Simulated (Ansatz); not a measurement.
# In (sc type): the cost of one run

Program: Ansatz 0.2.0. Level of theory: DFT PBE, with the methods named in each step. These are calculated values, not measurements.

This is In in the simple cubic structure; at room conditions it is tetragonal.

1 further run of the same task is left out (it didn't finish).

## 1. The starting structure

Symmetry: Pm-3m, No. 221, cubic system. Conventional cell: a = 3.089 Å, b = 3.089 Å, c = 3.089 Å, α = 90.00°, β = 90.00°, γ = 90.00°. In (site symmetry m-3m) is surrounded by 6 In at 3.09 Å.

Structure file:

```xyz
1
Lattice="3.0885 0.0000 0.0000 0.0000 3.0885 0.0000 0.0000 0.0000 3.0885" Properties=species:S:1:pos:R:3 pbc="T T T"
In    0.0000    0.0000    0.0000
```

Whether this phase is the stable one at these pressures isn't tested.

## 2. The reference volume, LAPW

input.yaml reads:

```yaml
crystal:
  lattice:
    - [3.0885281575, 0.0, 0.0]
    - [0.0, 3.0885281575, 0.0]
    - [0.0, 0.0, 3.0885281575]
  atoms:
    - { symbol: In, position: [0.0, 0.0, 0.0] }
kpoints:
  mp_grid: { grid: [12, 12, 12] }
  band_path:
    path:
      - [0.0, 0.0, 0.0]
      - [0.0, 0.5, 0.0]
      - [0.5, 0.5, 0.0]
      - [0.0, 0.0, 0.0]
      - [0.5, 0.5, 0.5]
      - [0.0, 0.5, 0.0]
      - [0.5, 0.5, 0.5]
      - [0.5, 0.5, 0.0]
    npoints: 14
scf:
  occupations: { method: fermi_dirac, width: 0.05 }
hamiltonian:
  xc: pbe
  pseudopotentials: { kind: all_electron, lapw: { basis_error: 0.001 } }
output:
  forces: true
  stress: true
  eigenvalues: true
  populations: true
  dos: { projected: true, de: 0.2, e_range: [-14, 8] }
```

The run is started by

```
ansatz run input.yaml --threads 1 --pin off --max-ram 2048MiB --backend cpu --events-out ev --progress --plain --runs-dir out
```

What time and memory should one allow on 1 thread of Arm Neoverse V2, shared host?

About 8.1 s, with a peak of 0.27 GiB.
